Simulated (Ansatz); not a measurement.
The system is MoS2.

```
Mo S
1.0
     1.58000    0.91221    6.15000
    -1.58000    0.91221    6.15000
     0.00000   -1.82443    6.15000
Mo S
1 2
Cartesian
  0.0000 0.0000 0.0000
  0.0000 0.0000 7.6936
  0.0000 0.0000 4.6125
```

Measurements of this composition are mostly on another form, of space group No. 194.

| Quantity | Value |
| --- | --- |
| Program | Ansatz 0.2.0 |
| Task | relaxation of cell and atoms |
| Functional | LDA |
| Potentials or basis | Ansatz PAW |
| Cutoff | 420 eV (not typed: the program's choice for these potentials) |
| k mesh | 10 × 10 × 10 |
| Occupations | fermi-dirac, width 0.05 eV |
| Spin | no spin polarisation |

At the start: volume 17.73 Å³/atom.

Problem. Where does the relaxation end?

Solution. It ends after 5 steps and the volume is 16.90 Å³/atom (-4.6 %); space group R3m (No. 160, to 0.05 Å).

Step by step:
| step | energy change (eV) | largest force (eV/Å) | volume (Å³) |
| --- | --- | --- | --- |
| 1 | 0.0000 | 0.0832 | 53.18 |
| 2 | -0.0167 | 0.0477 | 51.41 |
| 3 | -0.0179 | 0.0193 | 50.73 |
| 4 | -0.0179 | 0.0035 | 50.71 |
| 5 | -0.0178 | 0.0035 | 50.71 |

Final structure:
```
Mo S
1.0
     1.56307    0.90244    5.99177
    -1.56307    0.90244    5.99177
     0.00000   -1.80488    5.99177
Mo S
1 2
Direct
  0.00008 0.00008 0.00008
  0.41979 0.41979 0.41979
  0.24713 0.24713 0.24713
```

Caveat: the plane-wave basis is chosen anew once the cell has moved, so the energies of steps on either side of that aren't comparable; the PAW data sets come from PBE, with cores solved anew for the run's functional, which leaves a small shift of forces and pressure.
